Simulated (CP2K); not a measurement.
NbAs:

```
CELL_PARAMETERS angstrom
3.45170 0.00000 0.00000
0.00000 3.45170 0.00000
-1.72585 -1.72585 5.84000
ATOMIC_POSITIONS crystal
Nb 0.00000 0.50000 0.00000
Nb 0.25000 0.25000 0.50000
As 0.58400 0.08400 0.16800
As 0.83400 0.83400 0.66800
```

Base run:

| Property | Result |
| --- | --- |
| Program | CP2K 2026.2 |
| Functional | PBEsol |
| Potentials or basis | POTENTIAL_UZH Nb GTH-PBE-q13, As GTH-PBE-q5; TZVP-MOLOPT-PBE-GTH basis |
| Density cutoff | 9184 eV |
| k mesh | 8 × 8 × 8 |
| Occupations | fermi-dirac, width 0.05 eV |
| Spin | no spin polarisation |

Its results: pressure 1.4 GPa; largest force 0.314 eV/Å.

Question: After a change of settings the same cell gave: pressure 0.0 GPa; largest force 0.311 eV/Å. Which change was it?
A. functional from PBEsol to rev-vdW-DF2
B. functional from PBEsol to TASK
C. functional from PBEsol to vdW-DF-cx
D. functional from PBEsol to LDA

Answer: D.

LDA binds more tightly than PBEsol, so the same cell stands under less pressure.

Caveats: the potentials were made for another functional, which shifts forces and pressure; the basis of atomic orbitals isn't converged, which shifts pressures, moduli and gaps.

Not every run made on this cell is shown here.
